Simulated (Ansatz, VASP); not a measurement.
HfO2: VASP beside Ansatz

```
Hf O
1.0
     3.44064   -0.05512    0.01526
    -0.05512    3.52676   -0.03310
     0.02219   -0.04811    5.41859
Hf O
2 4
Direct
  0.53336 0.47421 0.51931
  0.95766 0.04804 0.91590
  0.99339 0.51646 0.68809
  0.48295 0.90640 0.87683
  0.53925 0.01055 0.33717
  0.99339 0.54435 0.16271
```

Change from the starting cell: all atoms moved at random (sigma 0.22 Å a component), cell strained at random (sigma 0.03).

Alike in both runs: task single point; functional PBE; k mesh 6 × 6 × 6; occupations gaussian, width 0.05 eV; no spin polarisation.

```csv
,VASP,Ansatz
version,VASP 6.6.1,Ansatz 0.2.0
potentials or method,"VASP PAW PBE potentials, release 64 (Hf_pv, O)","scalar-relativistic, plane waves, PAW"
plane-wave cutoff (eV),520,420
valence electrons in the cell,44,76
```

VASP gave:

| Property | Result |
| --- | --- |
| gap on the k mesh at the Fermi level (eV) | 2.21 |
| least direct gap on the mesh (eV) | 2.30 |
| pressure (GPa) | 40.3 |
| largest component of the traceless stress (GPa) | 58.90 |
| rms of the force components (eV/Å) | 4.194 |

Question: Estimate Ansatz's values.

Answer: gap on the k mesh at the Fermi level (eV): 2.25; least direct gap on the mesh (eV): 2.33; pressure (GPa): 42.6; largest component of the traceless stress (GPa): 58.48; rms of the force components (eV/Å): 4.167.

Atom by atom the forces differ by 0.066 eV/Å (rms over components). The two sets of potentials don't hold the same shells in valence.

Caveats: so large a pressure means that the cell lies far from this level's equilibrium, or that cutoff or potentials fall short (VASP); spin-orbit coupling is left out, which moves the levels of the heavy elements; forces of over 1 eV/Å show positions far from the minimum, so gaps and moduli don't describe the material at rest. A k mesh can miss the band edges.
